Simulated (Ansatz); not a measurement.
# Al: the cost of one run

Computed with Ansatz 0.2.0 (DFT PBE, scalar-relativistic, plane waves, PAW, unless a step's input says otherwise).

## (1) The structure to begin with

The structure is tetragonal, space group I4mm (No. 107). Conventional cell: a = 4.636 Å, b = 4.636 Å, c = 4.498 Å, α = 90.00°, β = 90.00°, γ = 90.00°. Al (site symmetry 4mm) has 8 Al at 2.49 to 2.68 Å in its first shell of neighbours. Around Al (site symmetry 2mm) lie 4 Al at 2.25 to 2.49 Å.

Structure file:

```cif
data_structure
_symmetry_space_group_name_H-M 'P 1'
_symmetry_Int_Tables_number 1
_cell_length_a 3.9754
_cell_length_b 3.9754
_cell_length_c 3.9754
_cell_angle_alpha 108.670
_cell_angle_beta 108.670
_cell_angle_gamma 111.085
_cell_volume 48.33
loop_
_atom_site_label
_atom_site_type_symbol
_atom_site_fract_x
_atom_site_fract_y
_atom_site_fract_z
_atom_site_occupancy
Al1 Al 0.56129 0.56129 0.00000 1
Al2 Al 0.35829 0.85829 0.50000 1
Al3 Al 0.85829 0.35829 0.50000 1
```

The cell is invented: random cell by space group and Wyckoff sites (I4mm, No. 107). Lengths come from tabulated atomic sizes and are only a guess.

## (2) A first look at the guess

input.yaml reads:

```yaml
crystal:
  lattice:
    - [-2.3178077, 2.3178077, 2.24923828]
    - [2.3178077, -2.3178077, 2.24923828]
    - [2.3178077, 2.3178077, -2.24923828]
  atoms:
    - { symbol: Al, position: [0.56129004, 0.56129004, 0.0] }
    - { symbol: Al, position: [0.35828515, 0.85828515, 0.5] }
    - { symbol: Al, position: [0.85828515, 0.35828515, 0.5] }
basis:
  ecutwfc: 420
kpoints:
  mp_grid: { grid: [6, 6, 6] }
hamiltonian:
  xc: pbe
scf:
  occupations: { method: gaussian, width: 0.1 }
  lower_state_search: "off"
output:
  forces: true
  stress: true
  eigenvalues: true
```

On the command line:

```
$ ansatz run input.yaml --threads 1 --pin off --max-ram 2560MiB --backend cpu --events-out ev --progress --plain --runs-dir out
```

What time and memory should one allow on 1 thread of Intel Xeon at 2.50GHz (Skylake/Cascade Lake), shared host?

About 2.9 s, with a peak of 0.31 GiB.
